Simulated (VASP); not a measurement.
Ni:

```
Ni
1.0
    -1.39676    1.39676    1.39676
     1.39676   -1.39676    1.39676
     1.39676    1.39676   -1.39676
Ni
1
Direct
  0.00000 0.00000 0.00000
```

This isn't the form of Ni at room conditions, which is fcc.

- Program: VASP 6.6.1
- Task: relaxation of cell and atoms
- Functional: PBEsol
- Potentials or basis: VASP PAW PBE potentials, release 64 (Ni)
- Cutoff: 600 eV
- k mesh: 8 × 8 × 8
- Occupations: gaussian, width 0.1 eV
- Spin: collinear spin, ferromagnetic start
- Starting moments: [1.0] μB

At the start: pressure -7.8 GPa; volume 10.90 Å³/atom.

**Question.** Where does the relaxation end?

**Answer.** Over 3 steps the energy falls by 10.7 meV/atom and the volume is 10.48 Å³/atom (-3.8 %); space group Im-3m (No. 229, to 0.05 Å); moment 0.54 μB per cell.

The path:
```tsv
step	energy change (eV)	largest force (eV/Å)	pressure (GPa)	volume (Å³)
1	0.0000	0.0000	-7.78	10.90
2	0.0000	0.0000	9.00	10.09
3	-0.0107	0.0000	-0.07	10.48
```

Final structure:
```
Ni
1.0
    -1.37862    1.37862    1.37862
     1.37862   -1.37862    1.37862
     1.37862    1.37862   -1.37862
Ni
1
Direct
  0.00000 0.00000 0.00000
```

Caveat: the k mesh is coarse (spacing up to 0.40 Å⁻¹), so the values aren't converged; the PAW data sets were made with another functional, which shifts forces and pressure a little.
